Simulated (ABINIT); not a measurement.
The system is Hf.

```
Hf
1.0
     3.19670    0.00000    0.00000
    -1.59835    2.76842    0.00000
     0.00000    0.00000    5.05780
Hf
2
Direct
  0.66667 0.33333 0.75000
  0.33333 0.66667 0.25000
```

| Property | Result |
| --- | --- |
| Program | ABINIT 10.8.3 (patched build) |
| Task | single point |
| Functional | PBEsol |
| Potentials or basis | PseudoDojo NC SR PBEsol v0.4.1 standard |
| Cutoff | 789 eV |
| k mesh | 10 × 10 × 5 |
| Occupations | fermi-dirac, width 0.05 eV |
| Spin | no spin polarisation |

On this cell: pressure -3.6 GPa; largest force under 0.003 eV/Å; band gap on the k mesh none (metal or under the smearing width).

The same run follows on a disturbed copy (atoms moved at random, drawn with an rms of 0.05 Å):

```xyz
2
Lattice="3.1967 0.0000 0.0000 -1.5983 2.7684 0.0000 0.0000 0.0000 5.0578" Properties=species:S:1:pos:R:3 pbc="T T T"
Hf    1.5908    0.9587    3.8161
Hf   -0.0345    1.8628    1.2476
```

Question: What changes?

Answer: The energy (extrapolated to zero smearing) moves by +1.9 meV/atom; pressure -3.5 GPa; largest force 0.146 eV/Å; band gap on the k mesh none (metal or under the smearing width).

Forces in eV/Å, atoms in the order of the input:
```
Hf  -0.061 -0.042 -0.126
Hf   0.061  0.042  0.126
```

Stress tensor (GPa, compression positive):
```
-3.25  0.23  0.05
 0.23 -3.57  0.03
 0.05  0.03 -3.73
```
